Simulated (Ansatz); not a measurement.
Crystal: SnSe.

```
Sn Se
1.0
     0.00000    3.39084    3.39084
     3.39084    0.00000    3.39084
     3.39084    3.39084    0.00000
Sn Se
1 1
Direct
  0.00000 0.00000 0.00000
  0.75000 0.75000 0.75000
```

The cell was built by a generator and needn't be a form met in nature.

Base run:

```yaml
Program: Ansatz 0.2.0
Functional: r2SCAN0
Potentials_or_basis: Ansatz PAW
Cutoff: 500 eV
Density_cutoff: 2000 eV
k_mesh: 4 × 4 × 4
Occupations: fermi-dirac, width 0.05 eV
Spin: no spin polarisation
```

Its results: band gap on the k mesh 1.02 eV, indirect (least direct gap 1.77 eV).

Q: The run is repeated on the same cell with these changes: functional from r2SCAN0 to HSEsol; cutoff from 500 eV to 420 eV; density cutoff from 2000 eV to 1680 eV. What comes out?

A: Band gap on the k mesh 0.32 eV, indirect (least direct gap 1.03 eV).

Caveats: spin-orbit coupling is left out, which moves the levels of the heavy elements.

Not every run made on this cell is shown here.
